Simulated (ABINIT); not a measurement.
# ZnO (zincite) (P6_3mc) in ABINIT: notebook

The runs below take ZnO (zincite) through single point, with r2SCAN.

Program: ABINIT 10.8.3 (patched build). These are calculated values, not measurements. Logs are shortened: lines on timing, memory, paths and dates and some standing lists are left out, and cuts for length are marked. The log counts tension as positive stress, the text compression.

### 1 The crystal as given

Symmetry: P6_3mc, No. 186, hexagonal system. Conventional cell: a = 3.249 Å, b = 3.249 Å, c = 5.206 Å, α = 90.00°, β = 90.00°, γ = 120.00°. Around Zn (site symmetry 3m) lie 4 O at 1.97 to 1.98 Å. Around O (site symmetry 3m) lie 4 Zn at 1.97 to 1.98 Å.

### 2 Single point, r2SCAN

Contents of run.abi:

```
pp_dirpath "./"
pseudos "Zn_ONCV_PBE-1.2.upf, O_ONCV_PBE-1.2.upf"

acell 3.249308 3.249308 5.205709 Angstrom
rprim
     1.0000000000     0.0000000000     0.0000000000
    -0.5000000000     0.8660254038     0.0000000000
     0.0000000000     0.0000000000     1.0000000000
ntypat 2
znucl 30 8
natom 4
typat 1 1 2 2
xred
     0.6666666667     0.3333333333     0.0000000000
     0.3333333333     0.6666666667     0.5000000000
     0.3333333333     0.6666666667     0.8790100000
     0.6666666667     0.3333333333     0.3790100000

ecut 50.0

kptopt 1
ngkpt 7 7 4
nshiftk 1
shiftk 0.0 0.0 0.0

ixc -497498
usekden 1

nband 32
occopt 3
tsmear 0.00183747

nstep 100
tolvrs 1.0e-9

iomode 3
prtwf 0
prtden 0
prteig 0
prtebands 0
enunit 1
```

Potentials or basis: SG15 NC PBE v1.2.

The run is started by

```bash
$ mpirun --bind-to none -np 4 abinit run.abi > log 2>&1
```

run.abo:

```text
.Version 10.8.3 of ABINIT
 Symmetries : space group P6_3 m c (#186); Bravais hP (primitive hexag.)
================================================================================
 Values of the parameters that define the memory need of the present run
     intxc =       0    ionmov =       0      iscf =       7    lmnmax =       6
     lnmax =       6     mgfft =      64  mpssoang =       3    mqgrid =    3132
     natom =       4  nloc_mem =       1    nspden =       1   nspinor =       1
    nsppol =       1      nsym =      12    n1xccc =       0    ntypat =       2
    occopt =       3   xclevel =       2
       mpw =        5446          nfft =      102400          nkpt =          24
================================================================================
================================================================================

--------------------------------------------------------------------------------
------------- Echo of variables that govern the present computation ------------
--------------------------------------------------------------------------------
 -outvars: echo values of preprocessed input variables --------
            acell      6.1403022187E+00  6.1403022187E+00  9.8373643012E+00 Bohr
              amu      6.53900000E+01  1.59994000E+01
             ecut      5.00000000E+01 Hartree
           enunit           1
              ixc     -497498
         kptrlatt        7    0    0      0    7    0      0    0    4
          kptrlen      3.93494572E+01
            natom           4
            nband          32
            ngfft          40      40      64
             nkpt          24
            nstep         100
             nsym          12
           ntypat           2
           occopt           3
           prtden           0
        prtebands           0
           prteig           0
          prtkden           1
            prtwf           0
            rprim      1.0000000000E+00  0.0000000000E+00  0.0000000000E+00
                      -5.0000000000E-01  8.6602540380E-01  0.0000000000E+00
                       0.0000000000E+00  0.0000000000E+00  1.0000000000E+00
          spgroup         186
           tolvrs      1.00000000E-09
           tsmear      1.83747000E-03 Hartree
            typat      1  1  2  2
          usekden           1
           xangst      1.6246540000E+00  9.3799442426E-01  0.0000000000E+00
                       6.5619490340E-17  1.8759888485E+00  2.6028545000E+00
                       6.5619490340E-17  1.8759888485E+00  4.5758702681E+00
                       1.6246540000E+00  9.3799442426E-01  1.9730157681E+00
            xcart      3.0701511094E+00  1.7725525695E+00  0.0000000000E+00
                       1.2400286527E-16  3.5451051389E+00  4.9186821506E+00
[... 133 lines left out ...]
    1      -0.000000000000      0.000000000000      0.009527683809
    2       0.000000000000      0.000000000000      0.009527683809
    3      -0.000000000000      0.000000000000     -0.019442417794
    4       0.000000000000      0.000000000000     -0.019442417794

 cartesian coordinates (angstrom) at end:
    1      1.62465400000000     0.93799442425686     0.00000000000000
    2      0.00000000000000     1.87598884851371     2.60285450000000
    3      0.00000000000000     1.87598884851371     4.57587026809000
    4      1.62465400000000     0.93799442425686     1.97301576809000

 cartesian forces (hartree/bohr) at end:
    1      0.00000000000000     0.00000000000000    -0.00147245241283
    2     -0.00000000000000    -0.00000000000000    -0.00147245241283
    3      0.00000000000000     0.00000000000000     0.00147245241283
    4     -0.00000000000000    -0.00000000000000     0.00147245241283
 frms,max,avg= 8.5012080E-04 1.4724524E-03   0.000E+00  0.000E+00  5.039E-04 h/b

 cartesian forces (eV/Angstrom) at end:
    1      0.00000000000000     0.00000000000000    -0.07571654737948
    2     -0.00000000000000    -0.00000000000000    -0.07571654737948
    3      0.00000000000000     0.00000000000000     0.07571654737948
    4     -0.00000000000000    -0.00000000000000     0.07571654737948
 frms,max,avg= 4.3714969E-02 7.5716547E-02   0.000E+00  0.000E+00  2.591E-02 e/A
 length scales=  6.140302218721  6.140302218721  9.837364301173 bohr
              =  3.249308000000  3.249308000000  5.205709000000 angstroms
 Fermi (or HOMO) energy (eV) =   3.46269   Average Vxc (eV)= -11.88306
 Eigenvalues (   eV  ) for nkpt=  24  k points:
 kpt#   1, nband= 32, wtk=  0.00510, kpt=  0.0000  0.0000  0.0000 (reduced coord)
-124.33637 -124.33619  -77.40809  -77.40568  -77.40568  -77.40511  -77.40511  -77.40492
 -16.33033  -15.65674   -3.15159   -3.15159   -3.11275   -2.94671   -2.94671   -2.77469
  -2.02293   -2.02293   -1.81801   -1.81801   -1.51064    1.98342    1.98342    2.73240
   2.79842    2.79842    4.06929    8.73843   11.77777   16.66869   16.66869   18.01236
 prteigrs : prtvol=0 or 1, do not print more k-points.

--- !EnergyTerms
iteration_state     : {dtset: 1, }
comment             : Components of total free energy in Hartree
kinetic             :  1.93828611792195E+02
hartree             :  1.52015221813327E+02
xc                  : -4.38138968777037E+01
Ewald energy        : -2.53713067182994E+02
psp_core            :  1.30638764686551E+01
local_psp           : -3.59211554607059E+02
non_local_psp       : -1.34620157365389E+02
internal            : -4.32450965958969E+02
'-kT*entropy'       : -2.86356238715948E-09
total_energy        : -4.32450965961833E+02
total_energy_eV     : -1.17675902672350E+04
band_energy         : -5.62097813137427E+01
...

 Cartesian components of stress tensor (hartree/bohr^3)
  sigma(1 1)=  3.59378105E-05  sigma(3 2)=  0.00000000E+00
  sigma(2 2)=  3.59378091E-05  sigma(3 1)=  0.00000000E+00
  sigma(3 3)= -7.01161780E-06  sigma(2 1)=  0.00000000E+00

-Cartesian components of stress tensor (GPa)         [Pressure= -6.3612E-01 GPa]
- sigma(1 1)=  1.05732689E+00  sigma(3 2)=  0.00000000E+00
- sigma(2 2)=  1.05732685E+00  sigma(3 1)=  0.00000000E+00
- sigma(3 3)= -2.06288918E-01  sigma(2 1)=  0.00000000E+00

== END DATASET(S) ==============================================================
================================================================================

 -outvars: echo values of variables after computation  --------
            acell      6.1403022187E+00  6.1403022187E+00  9.8373643012E+00 Bohr
           etotal     -4.3245096596E+02
            fcart      7.0163197243E-28  4.0508740815E-28 -1.4724524128E-03
                      -7.0163197243E-28 -4.0508740815E-28 -1.4724524128E-03
                       7.0163197243E-28  4.0508740815E-28  1.4724524128E-03
                      -7.0163197243E-28 -4.0508740815E-28  1.4724524128E-03
            rprim      1.0000000000E+00  0.0000000000E+00  0.0000000000E+00
                      -5.0000000000E-01  8.6602540380E-01  0.0000000000E+00
                       0.0000000000E+00  0.0000000000E+00  1.0000000000E+00
           strten      3.5937810544E-05  3.5937809081E-05 -7.0116177980E-06
                       0.0000000000E+00  0.0000000000E+00  0.0000000000E+00
           xangst      1.6246540000E+00  9.3799442426E-01  0.0000000000E+00
                       6.5619490340E-17  1.8759888485E+00  2.6028545000E+00
                       6.5619490340E-17  1.8759888485E+00  4.5758702681E+00
                       1.6246540000E+00  9.3799442426E-01  1.9730157681E+00
             xred      6.6666666667E-01  3.3333333333E-01  0.0000000000E+00
                       3.3333333333E-01  6.6666666667E-01  5.0000000000E-01
                       3.3333333333E-01  6.6666666667E-01  8.7901000000E-01
                       6.6666666667E-01  3.3333333333E-01  3.7901000000E-01
 Calculation completed.
```

It took 1.7 min on 4 MPI ranks of Arm Neoverse V2, shared host; peak memory 0.44 GiB.

Results:

* Free energy: -11767.5903 eV
* Pressure: -0.6 GPa
* Largest force: 0.076 eV/Å
* Band gap on the k mesh: 1.27 eV, direct
* Valence electrons inside the program's atomic spheres: Zn 18.16; O 6.29

Forces in eV/Å, atoms in the order of the input:
```
Zn   0.000  0.000 -0.076
Zn   0.000  0.000 -0.076
O    0.000  0.000  0.076
O    0.000  0.000  0.076
```

Stress tensor (GPa, compression positive):
```
-1.06  0.00  0.00
 0.00 -1.06  0.00
 0.00  0.00  0.21
```

Caveat: the potentials were made for another functional, which shifts forces and pressure. r2SCAN opens gaps a little over a GGA but as a rule still falls short of measured ones.

### 3 Single point, r2SCAN

Changes to run.abi since step 2:

```diff
@@ -1,3 +1,3 @@
 pp_dirpath "./"
-pseudos "Zn_ONCV_PBE-1.2.upf, O_ONCV_PBE-1.2.upf"
+pseudos "Zn.upf, O.upf"
 
@@ -27,2 +27,4 @@
 usekden 1
+nc_xccc_gspace 1
+boxcutmin 3.0
```

Potentials or basis: PseudoDojo NC SR PBE v0.4.1 standard.

The run is started by

```bash
$ mpirun --bind-to none -np 4 abinit run.abi > log 2>&1
```

run.abo:

```text
.Version 10.8.3 of ABINIT
 Symmetries : space group P6_3 m c (#186); Bravais hP (primitive hexag.)
================================================================================
 Values of the parameters that define the memory need of the present run
     intxc =       0    ionmov =       0      iscf =       7    lmnmax =       6
     lnmax =       6     mgfft =      96  mpssoang =       3    mqgrid =    3132
     natom =       4  nloc_mem =       1    nspden =       1   nspinor =       1
    nsppol =       1      nsym =      12    n1xccc =    2501    ntypat =       2
    occopt =       3   xclevel =       2
       mpw =        5446          nfft =      345600          nkpt =          24
================================================================================
================================================================================

--------------------------------------------------------------------------------
------------- Echo of variables that govern the present computation ------------
[... 243 lines left out ...]
            acell      6.1403022187E+00  6.1403022187E+00  9.8373643012E+00 Bohr
           etotal     -4.5266599100E+02
            fcart     -7.0163197243E-28 -4.0508740815E-28 -1.4182225933E-03
                       7.0163197243E-28  4.0508740815E-28 -1.4182225933E-03
                       7.0163197243E-28  4.0508740815E-28  1.4182225933E-03
                      -7.0163197243E-28 -4.0508740815E-28  1.4182225933E-03
            rprim      1.0000000000E+00  0.0000000000E+00  0.0000000000E+00
                      -5.0000000000E-01  8.6602540380E-01  0.0000000000E+00
                       0.0000000000E+00  0.0000000000E+00  1.0000000000E+00
           strten      4.4137097166E-05  4.4137095974E-05 -5.8184894134E-06
                       0.0000000000E+00  0.0000000000E+00  0.0000000000E+00
           xangst      1.6246540000E+00  9.3799442426E-01  0.0000000000E+00
                       6.5619490340E-17  1.8759888485E+00  2.6028545000E+00
                       6.5619490340E-17  1.8759888485E+00  4.5758702681E+00
                       1.6246540000E+00  9.3799442426E-01  1.9730157681E+00
             xred      6.6666666667E-01  3.3333333333E-01  0.0000000000E+00
                       3.3333333333E-01  6.6666666667E-01  5.0000000000E-01
                       3.3333333333E-01  6.6666666667E-01  8.7901000000E-01
                       6.6666666667E-01  3.3333333333E-01  3.7901000000E-01
 Calculation completed.
```

Wall time 4.6 min (4 MPI ranks of Arm Neoverse V2, shared host); peak memory 0.88 GiB.

Results:

```yaml
Free_energy: -12317.6691 eV
Pressure: -0.8 GPa
Largest_force: 0.073 eV/Å
Band_gap_on_the_k_mesh: 1.06 eV, direct
Valence_electrons_inside_the_program's_atomic_spheres: Zn 18.16; O 6.28
```

Forces in eV/Å, atoms in the order of the input:
```
Zn   0.000  0.000 -0.073
Zn   0.000  0.000 -0.073
O    0.000  0.000  0.073
O    0.000  0.000  0.073
```

Caveat: a meta-GGA on potentials with a model core is unreliable; the potentials were made for another functional, which shifts forces and pressure. r2SCAN opens gaps a little over a GGA but as a rule still falls short of measured ones.
